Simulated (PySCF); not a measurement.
C₃H₉N.
Cartesian coordinates in Å at the GFN2-xTB level; atoms count from 1:
```
atom  x, y, z in Å
C1    -1.720   -0.118   -0.584
C2    -0.366   -0.555   -0.042
C3     0.727    0.465   -0.351
N4     2.020   -0.048    0.075
H5    -2.000    0.851   -0.175
H6    -2.489   -0.838   -0.316
H7    -1.691   -0.036   -1.669
H8    -0.432   -0.691    1.040
H9    -0.077   -1.511   -0.480
H10    0.779    0.628   -1.432
H11    0.464    1.429    0.121
H12    2.025   -0.191    1.080
H13    2.755    0.615   -0.146
```

Computed, not measured: PBE0/def2-SVPD in PySCF (dipole) on a GFN2-xTB geometry, gas phase.

Masses are those of the commonest isotopes; rigid-rotor values at the optimised geometry. The values belong to one conformer with, in the numbering `[CH3:1][CH2:2][CH2:3][NH2:4]`, C1–C2–C3–N4 -175°, C2–C3–N4–H -62° and 179°.

Question: What are A, B and C (GHz)?

Answer: Ia = 20.10, Ib = 133.60, Ic = 143.01 u·Å²; 505379 MHz·u·Å²/I gives 25140, 3783 and 3534 MHz, that is A = 25.140, B = 3.7829, C = 3.5339 GHz.

Question: Classify the top.

Answer: A near-prolate asymmetric top; Ray's κ = -0.977.

Question: What does the inertial defect say?

Answer: Not planar: Δ = Ic − Ia − Ib = -10.69 u·Å². For a rigid frame Δ = −2 Σ m c², so Σ m c² = 5.35 u·Å² lies off the ab plane: 5.24 from hydrogen and 0.11 from heavier atoms. The atom farthest from that plane is 0.97 Å away.

Question: Give the other two planar moments, Paa and Pbb, and the rms extents of the mass along the axes.

Answer: Paa = Σ m a² = (Ib + Ic − Ia)/2 = 128.25 and Pbb = Σ m b² = (Ia + Ic − Ib)/2 = 14.76 u·Å². With the mass M = 59.07 u, the rms extents √(P/M) along a, b and c are 1.47, 0.50, 0.30 Å.

Question: Which lines would a microwave search look for?

Answer: The dipole components are |μa| = 0.03 D, |μb| = 0.57 D, |μc| = 1.05 D. Intensities carry the squares of the components, which stand as 0.00 : 0.30 : 1.00 (a : b : c). Some lines, for components of 0.1 D or more:

```
type  branch         J(Ka,Kc)     MHz  lower level (cm⁻¹)
   c       Q  2(1,2) ← 2(0,2)   21110               0.732
   c       Q  1(1,1) ← 1(0,1)   21357               0.244
   b       Q  1(1,0) ← 1(0,1)   21606               0.244
   c       R  1(1,0) ← 0(0,0)   28923               0.000
   b       R  2(1,2) ← 1(0,1)   35742               0.244
   c       R  2(1,1) ← 1(0,1)   36488               0.244
   b       R  3(1,3) ← 2(0,2)   42686               0.732
   c       Q  3(2,2) ← 3(1,2)   63699               2.206
   c       Q  2(2,1) ← 2(1,1)   64071               1.461
   b       Q  3(2,2) ← 3(1,3)   65192               2.156
   b       R  2(2,1) ← 1(1,0)   78953               0.965
   c       R  2(2,0) ← 1(1,0)   78955               0.965
   c       R  2(2,1) ← 1(1,1)   79202               0.956
   b       R  2(2,0) ← 1(1,1)   79204               0.956
   c       R  3(2,1) ← 2(1,1)   86032               1.461
   c       R  3(2,2) ← 2(1,2)   86768               1.436
   b       R  3(2,1) ← 2(1,2)   86779               1.436
   c       Q  3(3,1) ← 3(2,1)  107397               4.331
   b       Q  3(3,1) ← 3(2,2)  107408               4.331
   b       R  3(3,1) ← 2(2,0)  129356               3.598
   c       R  3(3,0) ← 2(2,0)  129356               3.598
   b       R  3(3,0) ← 2(2,1)  129359               3.598
```

GFN2-xTB frequencies: not computed here. Zero-point vibration and centrifugal distortion are left out. A rigid rotor knows nothing of inversion at nitrogen or internal rotation, which can split or shift real lines. Quadrupole hyperfine structure (14N) is left out.

Time: 13 s of wall time. Hardware: an Arm Neoverse V2 with one thread, shared host. This is the PBE0/def2-SVPD job that gave the dipole, with the excitations it also computed.
